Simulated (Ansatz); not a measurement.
Tl under changes of volume

One of the cells (29.934 Å³/atom); the others are scaled copies at fixed shape and fractional positions:

```
Tl
1.0
    -1.95600    1.95600    1.95600
     1.95600   -1.95600    1.95600
     1.95600    1.95600   -1.95600
Tl
1
Direct
  0.00000 0.00000 0.00000
```

This isn't the form of Tl at room conditions, which is hcp.

```yaml
Program: Ansatz 0.2.0
Functional: PBE
Potentials_or_basis: Ansatz PAW
Cutoff: "420 eV (not typed: the program's choice for these potentials)"
k_mesh: 10 × 10 × 10
Occupations: fermi-dirac, width 0.05 eV
Spin: no spin polarisation
```

```tsv
volume (Å³/atom)	energy over the lowest point (meV/atom)	pressure (GPa)
28.138	?	?
28.737	21.26	2.9
29.335	11.93	2.1
29.934	5.51	1.4
30.533	1.62	0.7
31.131	0.00	0.1
31.730	0.38	-0.4
```

What does the run at 28.138 Å³/atom give?

Energy over the lowest point 33.86 meV/atom; pressure 3.8 GPa.

Worked out: A Birch-Murnaghan fit of order 3 (a polynomial in V^(-2/3)) to the other rows has its minimum at 31.31 Å³/atom with B0 = V·E''(V) = 27 GPa and B' = 5.5. It gives 33.87 meV/atom at 28.138 Å³/atom, against the run's 33.86, and -dE/dV = 3.9 GPa, against 3.8.

Energies are extrapolated to zero smearing.
